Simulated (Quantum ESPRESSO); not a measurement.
Fitting the r2SCAN energy curve of KF

It takes space group Fm-3m (No. 225, cubic). Conventional cell: a = 5.344 Å, b = 5.344 Å, c = 5.344 Å, α = 90.00°, β = 90.00°, γ = 90.00°. K (site symmetry m-3m) has 6 F at 2.67 Å as nearest neighbours. F (site symmetry m-3m) is surrounded by 6 K at 2.67 Å.

The cell was scaled at fixed shape and fractions and run with Quantum ESPRESSO, SG15 PBE 1.2, cutoff 1197 eV; r2SCAN, k mesh 7 × 7 × 7 on the cell of 2 atoms, fermi-dirac occupations of 0.05 eV, no spin polarisation, no spin-orbit coupling. The potentials were made for PBE. Energies are those that the program minimises, any entropy of the smearing included.

```csv
V (Å³/atom),energy over the lowest row (meV/atom)
17.9293,4.057
18.3108,1.044
18.6923,0.000
19.0738,?
19.4552,2.946
19.8367,6.564
20.2182,11.394
```

Fit the third-order Birch-Murnaghan form, give V0, B0 and B′, and predict the energy left open.

With y = (V0/V)^(2/3), E = E0 + (9 V0 B0/16) [(y - 1)³ B′ + (y - 1)² (6 - 4y)]. Least squares through the rows shown give V0 = 18.7224 Å³/atom, E0 = -0.006 meV, B0 = 35.58 GPa (1 eV/Å³ = 160.218 GPa) and B′ = 4.93, with a largest miss of 0.001 meV. At V = 19.0738 the form with these constants gives 0.700 meV; the run gave 0.701 meV an atom.
